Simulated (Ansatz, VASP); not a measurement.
**Two plane-wave programs on WS2 (Tungstenite)**

File INCAR:

```
SYSTEM = WS2
ALGO = Fast
EDIFF = 1E-6
ENCUT = 520
GGA = PE
ISIF = 2
ISMEAR = 0
IVDW = 12
LASPH = .True.
LCHARG = .True.
LELF = .True.
LREAL = .False.
LVHAR = .True.
LWAVE = .False.
NBANDS = 35
NELM = 100
PREC = Accurate
SIGMA = 0.02
```

The input KPOINTS:

```
k-points
0
Gamma
  12 12 4
  0 0 0
```

POSCAR

```
WS2
1.0
    3.1537892984      0.0000000000      0.0000000000
   -1.5768946492      2.7312616506      0.0000000000
    0.0000000000      0.0000000000     12.1432922937
W S
2 4
Direct
    0.3333333333      0.6666666667      0.2500000000
    0.6666666667      0.3333333333      0.7500000000
    0.3333333333      0.6666666667      0.6203061927
    0.6666666667      0.3333333333      0.1203061927
    0.3333333333      0.6666666667      0.8796938073
    0.6666666667      0.3333333333      0.3796938073
```

Input for Ansatz:

```yaml
crystal:
  lattice:
    - [3.1537892984, 0.0, 0.0]
    - [-1.5768946492, 2.7312616506, 0.0]
    - [0.0, 0.0, 12.1432922937]
  atoms:
    - { symbol: W, position: [0.3333333333, 0.6666666667, 0.25] }
    - { symbol: W, position: [0.6666666667, 0.3333333333, 0.75] }
    - { symbol: S, position: [0.3333333333, 0.6666666667, 0.6203061927] }
    - { symbol: S, position: [0.6666666667, 0.3333333333, 0.1203061927] }
    - { symbol: S, position: [0.3333333333, 0.6666666667, 0.8796938073] }
    - { symbol: S, position: [0.6666666667, 0.3333333333, 0.3796938073] }
basis:
  ecutwfc: 420
kpoints:
  mp_grid: { grid: [12, 12, 4] }
  band_path:
    path:
      - [[0.0, 0.0, 0.0], [0.5, 0.0, 0.0], [0.33333333, 0.33333333, 0.0], [0.0, 0.0, 0.0], [0.0, 0.0, 0.5], [0.5, 0.0, 0.5], [0.33333333, 0.33333333, 0.5], [0.0, 0.0, 0.5]]
      - [[0.5, 0.0, 0.5], [0.5, 0.0, 0.0]]
      - [[0.33333333, 0.33333333, 0.5], [0.33333333, 0.33333333, 0.0]]
    npoints: 14
hamiltonian:
  xc: pbe
  dispersion: d3bj
scf:
  occupations: { method: gaussian, width: 0.02 }
  n_extra_bands: 15
output:
  forces: true
  stress: true
  eigenvalues: true
  populations: true
  dos: { projected: true, de: 0.02, nscf_kmesh: { grid: [18, 18, 6] } }
  bader: true
  write_density: true
  write_potential: true
  elf: true
  volumetric_format: npy
```

Alike in both runs: task single point; functional PBE; dispersion D3(BJ); k mesh 12 × 12 × 4; occupations gaussian, width 0.02 eV; no spin polarisation.

```csv
,VASP,Ansatz
version,VASP 6.6.1,Ansatz 0.2.0
potentials or method,"VASP PAW PBE potentials, release 64 (W_sv, S)","scalar-relativistic, plane waves, PAW"
plane-wave cutoff (eV),520,420
valence electrons in the cell,52,52
```

Ansatz gave:

```
gap on the k mesh at the Fermi level (eV) : 0.89
least direct gap on the mesh (eV)         : 1.83
pressure (GPa)                            : 0.0
dispersion energy (meV/atom)              : -435.2
```

Task: What did VASP give for the same quantities?

Result: gap on the k mesh at the Fermi level (eV): 0.91; least direct gap on the mesh (eV): 1.84; pressure (GPa): 0.0; dispersion energy (meV/atom): -435.1.

Caveats: spin-orbit coupling is left out, which moves the levels of the heavy elements. A k mesh can miss the band edges.
